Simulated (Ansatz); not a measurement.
MgS (F-43m) from a database of computed structures, relaxed with r2SCAN in Ansatz. The symmetry is F-43m (No. 216, cubic); conventional cell a = 5.662 Å, 22.69 Å³ an atom. Mg is surrounded by 4 S at 2.45 Å; S is surrounded by 4 Mg at 2.45 Å.

The axes x, y and z are those of this cell:
```yaml
crystal:
  lattice:
    - [0.00000, 2.83087, 2.83087]
    - [2.83087, 0.00000, 2.83087]
    - [2.83087, 2.83087, 0.00000]
  atoms:
    - { symbol: Mg, position: [0.00000, 0.00000, 0.00000] }
    - { symbol: S, position: [0.75000, 0.75000, 0.75000] }
```

Unstrained: PBE gives a direct gap of 3.466 eV at Γ. With r2SCAN the gap is 4.142 eV and direct, at Γ. The HSE06 gap is direct at Γ: 4.528 eV. Meshes: PBE 8×8×8, r2SCAN 8×8×8, HSE06 6×6×6. Strains are changes of length per length, and xy shears are angles. After each strain the atoms were relaxed again with r2SCAN within the symmetry that the strain leaves, so tilts or polar shifts that break it weren't tested; points keep the names that they have in the unstrained zone. Calculated for a static, non-magnetic cell.

Q: Estimate what uniaxial +2.51 % along y, other directions held does to the gap.

A: PBE: the gap goes from 3.466 to 3.318 eV (-0.148 eV); with r2SCAN the top three valence levels at Γ, degenerate before, become 2+1 from the top over 70 meV. r2SCAN: the gap goes from 4.142 to 3.985 eV (-0.157 eV). HSE06: the gap goes from 4.528 to 4.370 eV (-0.158 eV). The r2SCAN energy rises by 3.3 meV an atom.

Q: Estimate what isotropic +0.86 % on every length does to the gap.

A: PBE: the gap goes from 3.466 to 3.340 eV (-0.126 eV). r2SCAN: the gap goes from 4.142 to 4.007 eV (-0.135 eV). HSE06: the gap goes from 4.528 to 4.392 eV (-0.136 eV). The r2SCAN energy rises by 2.7 meV an atom.

Q: Estimate what xy shear, engineering strain (angle) -1.03 % does to the gap.

A: PBE: the gap goes from 3.466 to 3.435 eV (-0.031 eV); with r2SCAN the top three valence levels at Γ, degenerate before, become 1+1+1 from the top over 62 meV. r2SCAN: the gap goes from 4.142 to 4.109 eV (-0.033 eV). HSE06: the gap goes from 4.528 to 4.496 eV (-0.032 eV). The r2SCAN energy rises by 0.2 meV an atom.

Q: Estimate what biaxial -1.59 % in x and y, z held does to the gap.

A: PBE: the gap goes from 3.466 to 3.611 eV (+0.145 eV); with r2SCAN the top three valence levels at Γ, degenerate before, become 2+1 from the top over 46 meV. r2SCAN: the gap goes from 4.142 to 4.266 eV (+0.124 eV); it turns from direct (Γ) to indirect (Γ → X [(0, -1/2, -1/2)]); least and direct gap lie within 0.04 eV, so its kind isn't settled. HSE06: the gap goes from 4.528 to 4.684 eV (+0.156 eV). The r2SCAN energy rises by 4.7 meV an atom.

The meshes of the hybrids are coarse, so their gaps aren't converged to the digits shown.

The splittings at Γ are without spin-orbit coupling, which regroups them where it is of like size or larger.
